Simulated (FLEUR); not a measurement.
# TiTe2 (P-3m1) in FLEUR: further runs

Runs on TiTe2. Level: PBEsol+U. Tasks: single point.

Program: FLEUR MaX-R8.1 (later development tree). These are calculated values, not measurements. Logs are shortened: lines on timing, memory, paths and dates and some standing lists are left out, and cuts for length are marked.

## (1) Starting point

It takes space group P-3m1 (No. 164, trigonal). Conventional cell: a = 3.777 Å, b = 3.777 Å, c = 6.498 Å, α = 90.00°, β = 90.00°, γ = 120.00°. Around Te (site symmetry 3m) lie 3 Ti at 2.77 Å. Ti (site symmetry -3m) has 6 Te at 2.77 Å as nearest neighbours.

## (2) Single point, PBEsol+U

The input, inp.xml:

```xml
<?xml version="1.0" encoding="UTF-8" standalone="no"?>
<fleurInput fleurInputVersion="0.39">
   <comment>
      TiTe2                                                                                               
   </comment>
   <calculationSetup>
      <cutoffs Kmax="4.21" Gmax="13.0" GmaxXC="13.0" numbands="0"/>
      <scfLoop itmax="100" minDistance="0.0002" maxIterBroyd="50" imix="Anderson" alpha="0.05" precondParam="0.0" spinf="2.0" sdNocoIR="T"/>
      <coreElectrons ctail="T" frcor="F" kcrel="0" coretail_lmax="0"/>
      <xcFunctional name="PBEs" relativisticCorrections="F"/>
      <magnetism jspins="1"/>
      <soc l_soc="F" theta="0.0" phi="0.0" spav="F"/>
      <expertModes spex="0" secvar="F"/>
      <geometryOptimization l_f="F" forcealpha="1.0" forcemix="BFGS" epsdisp="0.00001" epsforce="0.00001"/>
      <ldaU l_linMix="F" mixParam="0.05" spinf="1.0"/>
   </calculationSetup>
   <cell>
      <bzIntegration valenceElectrons="56.0" mode="hist" fermiSmearingEnergy="0.00183747">
         <kPointListSelection listName="default-1"/>
         <!-- k-points included here -->
         <xi:include xmlns:xi="http://www.w3.org/2001/XInclude" href="kpts.xml"> </xi:include>
      </bzIntegration>
      <!-- symmetry operations included here -->
      <xi:include xmlns:xi="http://www.w3.org/2001/XInclude" href="sym.xml"> </xi:include>
      <bulkLattice scale="1.0">
         <bravaisMatrix>
            <row-1>    7.1374955726142000     0.0000000000000000     0.0000000000000000</row-1>
            <row-2>   -3.5687477863071000     6.1812524852945243     0.0000000000000000</row-2>
            <row-3>    0.0000000000000000     0.0000000000000000    12.2794403576507989</row-3>
         </bravaisMatrix>
      </bulkLattice>
   </cell>
   <atomSpecies>
      <species name="Tellurium (Te)" element="Te" atomicNumber="52">
         <mtSphere radius="2.47" gridPoints="823" logIncrement="0.016"/>
         <atomicCutoffs lmax="10" lnonsphr="10"/>
         <electronConfig flipSpins="F">
            <coreConfig>(1s1/2) (2s1/2) (2p1/2) (2p3/2) (3s1/2) (3p1/2) (3p3/2) (4s1/2) (3d3/2) (3d5/2)</coreConfig>
            <valenceConfig>(4p1/2) (4p3/2) (5s1/2) (4d3/2) (4d5/2) (5p1/2) (5p3/2)</valenceConfig>
            <stateOccupation state="(5p1/2)" spinUp="0.666667" spinDown="0.666667"/>
            <stateOccupation state="(5p3/2)" spinUp="1.333333" spinDown="1.333333"/>
         </electronConfig>
         <energyParameters s="5" p="5" d="5" f="4"/>
         <lo type="SCLO" l="1" n="4" eDeriv="0"/>
         <lo type="SCLO" l="1" n="4" eDeriv="1"/>
         <lo type="SCLO" l="2" n="4" eDeriv="0"/>
         <lo type="SCLO" l="2" n="4" eDeriv="1"/>
         <lo type="SCLO" l="0" n="5" eDeriv="2"/>
         <lo type="SCLO" l="3" n="4" eDeriv="2"/>
      </species>
      <species name="Titanium (Ti)" element="Ti" atomicNumber="22">
         <mtSphere radius="2.33" gridPoints="777" logIncrement="0.015"/>
         <atomicCutoffs lmax="9" lnonsphr="9"/>
         <electronConfig flipSpins="F">
            <coreConfig>(1s1/2) (2s1/2) (2p1/2) (2p3/2)</coreConfig>
            <valenceConfig>(3s1/2) (3p1/2) (3p3/2) (4s1/2) (3d3/2) (3d5/2)</valenceConfig>
            <stateOccupation state="(3d3/2)" spinUp="0.400000" spinDown="0.400000"/>
            <stateOccupation state="(3d5/2)" spinUp="0.600000" spinDown="0.600000"/>
         </electronConfig>
         <energyParameters s="4" p="4" d="3" f="4"/>
         <ldaU l="2" U="3" J="0.0" l_amf="F"/>
         <lo type="SCLO" l="0" n="3" eDeriv="0"/>
         <lo type="SCLO" l="1" n="3" eDeriv="0"/>
         <lo type="SCLO" l="1" n="3" eDeriv="1"/>
         <lo type="SCLO" l="3" n="4" eDeriv="2"/>
      </species>
   </atomSpecies>
   <atomGroups>
      <atomGroup species="Tellurium (Te)">
         <relPos label="                   1">1.000/3.000 -1.000/3.000 -.2628000000</relPos>
         <relPos label="                   2">-1.000/3.000 1.000/3.000 .2628000000</relPos>
         <force calculate="T" relaxXYZ="TTT"/>
      </atomGroup>
      <atomGroup species="Titanium (Ti)">
         <relPos label="                   3">.0000000000 .0000000000 .0000000000</relPos>
         <force calculate="T" relaxXYZ="TTT"/>
      </atomGroup>
   </atomGroups>
   <output dos="F" band="F" slice="F">
      <checks vchk="F" cdinf="F"/>
      <bandDOS minEnergy="-.5*Htr" maxEnergy="0.5*Htr" sigma="0.015" storeEVData="T"/>
      <vacuumDOS vacdos="F" integ="F" star="F" nstars="0" locx1="0.0" locy1="0.0" locx2="0.0" locy2="0.0" nstm="0" tworkf="0.0"/>
      <unfoldingBand unfoldBand="F" supercellX="1" supercellY="1" supercellZ="1"/>
      <plotting iplot="0" polar="F">
         <plot TwoD="T" vec1="  1.0  0.0  0.0" vec2="  0.0  1.0  0.0" vec3="  0.0  0.0  1.0" zero="  0.0  0.0  0.0" file="plot"/>
      </plotting>
      <chargeDensitySlicing numkpt="0" minEigenval="0.0" maxEigenval="0.0" nnne="0" pallst="F"/>
      <specialOutput eonly="F"/>
      <moessbauerParams electricFieldGradient="T" isomerShift="T" coreHyperfine="T" valenceHyperfine="T"/>
      <magneticCircularDichroism mcd="F" energyLo="-10.0" energyUp="0.0"/>
   </output>
  <!-- We include the file relax.xml here to enable relaxations (see documentation) -->
  <xi:include xmlns:xi="http://www.w3.org/2001/XInclude" href="relax.xml"> <xi:fallback/> </xi:include>
</fleurInput>
```

The input, crystal.txt:

```
TiTe2
&input cartesian=F /
3.7770000000  0.0000000000  0.0000000000
-1.8885000000  3.2709779501  0.0000000000
0.0000000000  0.0000000000  6.4980000000
1.8897261246
1.0 1.0 1.0

3
52 0.3333333333  0.6666666667  0.7372000000
52 0.6666666667  0.3333333333  0.2628000000
22 0.0000000000  0.0000000000  0.0000000000

&kpt div1=6 div2=6 div3=3 gamma=T /
```

Potentials or basis: all-electron, FLAPW.

Started as:

```
$ inpgen -f crystal.txt -profile fastHighL
$ # inp.xml edited to the form shown
$ fleur_MPI
```

Standard output:

```text
Welcome to FLEUR        (www.flapw.de)
      MaX-Release 8.1          (www.max-centre.eu)

 ========== k-point set info ==========
 Selected k-point list: default-1
 k-point list type: mesh
 6 x 6 x 3
 Number of k points: 17

 ------------Calculation Setup---------------------------
 Number of MPI-tasks      :            1
 Number of PE/node        :            1
 Number of OMP-threads    :            1
 Most efficient MPI parallelization for:
           1          17
 Additional eigenvalue parallelization possible
 Number of basis functions:          827
 Approximate size of matrices (H+S) per k-point:         0.010 GB
 --------------------------------------------------------
 no density matrix found ... skipping LDA+U
 Reset of history
 Iteration:     1   Distance:       7.23467353 me/bohr^3
 Iteration:     2   Distance:       7.68531028 me/bohr^3
 Iteration:     3   Distance:       6.88814070 me/bohr^3
 Iteration:     4   Distance:       4.10225905 me/bohr^3
 Iteration:     5   Distance:       3.19928255 me/bohr^3
 Iteration:     6   Distance:       2.29216205 me/bohr^3
 Iteration:     7   Distance:       1.73536872 me/bohr^3
 Iteration:     8   Distance:       0.58706441 me/bohr^3
 Iteration:     9   Distance:       0.19692984 me/bohr^3
 Iteration:    10   Distance:       0.15703143 me/bohr^3
 Iteration:    11   Distance:       0.04418837 me/bohr^3
 Iteration:    12   Distance:       0.06336362 me/bohr^3
 Iteration:    13   Distance:       0.00958892 me/bohr^3
 Iteration:    14   Distance:       0.01804214 me/bohr^3
 Iteration:    15   Distance:       0.00203654 me/bohr^3
 Iteration:    16   Distance:       0.00349865 me/bohr^3
 Iteration:    17   Distance:       0.00012465 me/bohr^3

 ********************************************************************
 Run finished successfully
 Stop message:
   all done
 ********************************************************************
```

Run time: 84 s. Hardware: 1 thread of Arm Neoverse V2, shared host; peak memory 0.09 GiB.

Results:

* Free energy: -392953.7470 eV
* Band gap on the k mesh: none (metal or under the smearing width)
* Valence electrons inside the program's atomic spheres: Te 19.62; Ti 10.06 (radii Te 2.47, Ti 2.33 bohr)

Eigenvalues of the final occupation matrices:
```
       site  spin  trace               eigenvalues
atom type 2     1   1.74  0.18 0.22 0.22 0.56 0.56
```

Core levels (eV from the Fermi level):
```tsv
atom	levels
1 Te	1s1/2 -31586.6, 2s1/2 -4838.4, 2p1/2 -4533.5, 2p3/2 -4259.2, 3s1/2 -958.7, 3p1/2 -833.3, 3p3/2 -782.2, 4s1/2 -159.0, 3d3/2 -560.8, 3d5/2 -550.1
2 Te	1s1/2 -31586.6, 2s1/2 -4838.4, 2p1/2 -4533.5, 2p3/2 -4259.2, 3s1/2 -958.7, 3p1/2 -833.3, 3p3/2 -782.2, 4s1/2 -159.0, 3d3/2 -560.8, 3d5/2 -550.1
3 Ti	1s1/2 -4858.0, 2s1/2 -532.3, 2p1/2 -443.8, 2p3/2 -438.1
```

Caveat: U without spin polarisation on a metal has little footing; the U is typed as a test and isn't derived for this compound. Spin-orbit coupling is left out, which matters for the levels of Te.

## (3) Single point, PBEsol+U

inp.xml: that of step 2 with these lines changed.

```diff
@@ -60,3 +60,3 @@
          <energyParameters s="4" p="4" d="3" f="4"/>
-         <ldaU l="2" U="3" J="0.0" l_amf="F"/>
+         <ldaU l="2" U="4" J="0.0" l_amf="F"/>
          <lo type="SCLO" l="0" n="3" eDeriv="0"/>
```

crystal.txt is that of step 2.

Potentials or basis: all-electron, FLAPW.

Started as:

```
$ inpgen -f crystal.txt -profile fastHighL
$ # inp.xml edited to the form shown
$ fleur_MPI
```

Wall time 99 s (1 thread of Arm Neoverse V2, shared host); peak memory 0.09 GiB.

It converged, with:

| Property | Result |
| --- | --- |
| Free energy | -392953.0736 eV |
| Band gap on the k mesh | none (metal or under the smearing width) |
| Valence electrons inside the program's atomic spheres | Te 19.63; Ti 10.03 (radii Te 2.47, Ti 2.33 bohr) |

Levels at points of the mesh, in eV from the Fermi level:
| k point | band 24 | band 25 | band 26 | band 27 | band 28 | band 29 | band 30 | band 31 | band 32 | band 33 |
| --- | --- | --- | --- | --- | --- | --- | --- | --- | --- | --- |
| (0.00, 0.00, 0.00) | -1.88 | -1.88 | 0.37 | 0.50 | 0.50 | 0.56 | 0.86 | 0.86 | 2.89 | 2.89 |
| (0.00, 0.50, 0.00) | -3.96 | -2.98 | -2.57 | -1.98 | -1.38 | 0.06 | 1.37 | 1.74 | 2.11 | 3.14 |

Eigenvalues of the final occupation matrices:
```csv
site,spin,trace,eigenvalues
atom type 2,1,1.70,0.17 0.21 0.21 0.56 0.56
```

Core levels (eV from the Fermi level):
```csv
atom,levels
1 Te,"1s1/2 -31586.6, 2s1/2 -4838.5, 2p1/2 -4533.6, 2p3/2 -4259.3, 3s1/2 -958.7, 3p1/2 -833.3, 3p3/2 -782.2, 4s1/2 -159.0, 3d3/2 -560.9, 3d5/2 -550.2"
2 Te,"1s1/2 -31586.6, 2s1/2 -4838.5, 2p1/2 -4533.6, 2p3/2 -4259.3, 3s1/2 -958.7, 3p1/2 -833.3, 3p3/2 -782.2, 4s1/2 -159.0, 3d3/2 -560.9, 3d5/2 -550.2"
3 Ti,"1s1/2 -4858.4, 2s1/2 -532.7, 2p1/2 -444.2, 2p3/2 -438.5"
```

Caveat: U without spin polarisation on a metal has little footing; the U is typed as a test and isn't derived for this compound. The run has no spin-orbit coupling, so splittings on Te are missing.

## (4) Single point, PBEsol+U

inp.xml: that of step 3 with these lines changed.

```diff
@@ -60,3 +60,3 @@
          <energyParameters s="4" p="4" d="3" f="4"/>
-         <ldaU l="2" U="4" J="0.0" l_amf="F"/>
+         <ldaU l="2" U="5" J="0.0" l_amf="F"/>
          <lo type="SCLO" l="0" n="3" eDeriv="0"/>
```

crystal.txt is that of step 3.

Started as:

```
$ inpgen -f crystal.txt -profile fastHighL
$ # inp.xml edited to the form shown
$ fleur_MPI
```

Wall time 1.7 min (1 thread of Arm Neoverse V2, shared host); peak memory 0.09 GiB.

Results (log left out):

| Quantity | Value |
| --- | --- |
| Free energy | -392952.4180 eV |
| Band gap on the k mesh | none (metal or under the smearing width) |
| Valence electrons inside the program's atomic spheres | Te 19.64; Ti 10.01 (radii Te 2.47, Ti 2.33 bohr) |

Levels at points of the mesh, in eV from the Fermi level:
| k point | band 24 | band 25 | band 26 | band 27 | band 28 | band 29 | band 30 | band 31 | band 32 | band 33 |
| --- | --- | --- | --- | --- | --- | --- | --- | --- | --- | --- |
| (0.00, 0.00, 0.00) | -1.97 | -1.97 | 0.29 | 0.52 | 0.52 | 0.61 | 0.77 | 0.77 | 2.82 | 2.82 |
| (0.00, 0.50, 0.00) | -4.06 | -3.07 | -2.64 | -2.07 | -1.47 | 0.06 | 1.43 | 1.79 | 2.03 | 3.06 |

Eigenvalues of the final occupation matrices:
| site | spin | trace | eigenvalues |
| --- | --- | --- | --- |
| atom type 2 | 1 | 1.67 | 0.15 0.19 0.19 0.57 0.57 |

Core levels (eV from the Fermi level):
| atom | levels |
| --- | --- |
| 1 Te | 1s1/2 -31586.6, 2s1/2 -4838.5, 2p1/2 -4533.6, 2p3/2 -4259.3, 3s1/2 -958.8, 3p1/2 -833.4, 3p3/2 -782.3, 4s1/2 -159.0, 3d3/2 -560.9, 3d5/2 -550.2 |
| 2 Te | 1s1/2 -31586.6, 2s1/2 -4838.5, 2p1/2 -4533.6, 2p3/2 -4259.3, 3s1/2 -958.8, 3p1/2 -833.4, 3p3/2 -782.3, 4s1/2 -159.0, 3d3/2 -560.9, 3d5/2 -550.2 |
| 3 Ti | 1s1/2 -4858.8, 2s1/2 -533.1, 2p1/2 -444.6, 2p3/2 -438.9 |

Caveat: U without spin polarisation on a metal has little footing; the U is typed as a test and isn't derived for this compound.

## (5) Single point, PBEsol+U

inp.xml: that of step 4 with these lines changed.

```diff
@@ -60,3 +60,3 @@
          <energyParameters s="4" p="4" d="3" f="4"/>
-         <ldaU l="2" U="5" J="0.0" l_amf="F"/>
+         <ldaU l="2" U="6" J="0.0" l_amf="F"/>
          <lo type="SCLO" l="0" n="3" eDeriv="0"/>
```

crystal.txt is that of step 4.

Started as:

```
$ inpgen -f crystal.txt -profile fastHighL
$ # inp.xml edited to the form shown
$ fleur_MPI
```

Run time: 1.7 min. Hardware: 1 thread of Arm Neoverse V2, shared host; peak memory 0.09 GiB.

The run converged. Its results:

```yaml
Free_energy: -392951.7795 eV
Band_gap_on_the_k_mesh: none (metal or under the smearing width)
Valence_electrons_inside_the_program's_atomic_spheres: Te 19.64; Ti 9.99 (radii Te 2.47, Ti 2.33 bohr)
```

Levels at points of the mesh, in eV from the Fermi level:
| k point | band 25 | band 26 | band 27 | band 28 | band 29 | band 30 | band 31 | band 32 |
| --- | --- | --- | --- | --- | --- | --- | --- | --- |
| (0.00, 0.00, 0.00) | -2.08 | 0.18 | 0.54 | 0.54 | 0.66 | 0.67 | 0.67 | 2.73 |
| (0.00, 0.50, 0.00) | -3.18 | -2.74 | -2.19 | -1.59 | 0.06 | 1.47 | 1.76 | 2.01 |

Eigenvalues of the final occupation matrices:
| site | spin | trace | eigenvalues |
| --- | --- | --- | --- |
| atom type 2 | 1 | 1.64 | 0.14 0.17 0.17 0.58 0.58 |

Core levels (eV from the Fermi level):
| atom | levels |
| --- | --- |
| 1 Te | 1s1/2 -31586.7, 2s1/2 -4838.6, 2p1/2 -4533.7, 2p3/2 -4259.4, 3s1/2 -958.8, 3p1/2 -833.5, 3p3/2 -782.3, 4s1/2 -159.1, 3d3/2 -561.0, 3d5/2 -550.3 |
| 2 Te | 1s1/2 -31586.7, 2s1/2 -4838.6, 2p1/2 -4533.7, 2p3/2 -4259.4, 3s1/2 -958.8, 3p1/2 -833.5, 3p3/2 -782.3, 4s1/2 -159.1, 3d3/2 -561.0, 3d5/2 -550.3 |
| 3 Ti | 1s1/2 -4859.1, 2s1/2 -533.5, 2p1/2 -445.0, 2p3/2 -439.3 |

Caveat: U without spin polarisation on a metal has little footing; the U is typed as a test and isn't derived for this compound. The run has no spin-orbit coupling, so splittings on Te are missing.

## (6) Overview

| U | gap on the mesh (eV) |
| --- | --- |
| Ti d U = 3 eV | none |
| Ti d U = 4 eV | none |
| Ti d U = 5 eV | none |
| Ti d U = 6 eV | none |

Alike in all rows: task single point; level PBEsol+U; potentials or basis all-electron, FLAPW; no spin polarisation; cell as given; k mesh 6 × 6 × 3; smearing fermi-dirac 0.05 eV; kmax 4.21 1/bohr.

Every run on the cell as given and a fine mesh finds a metal.

Caveats: U without spin polarisation on a metal has little footing; the U is typed as a test and isn't derived for this compound.

Compare energies only between runs with the same functional and basis.
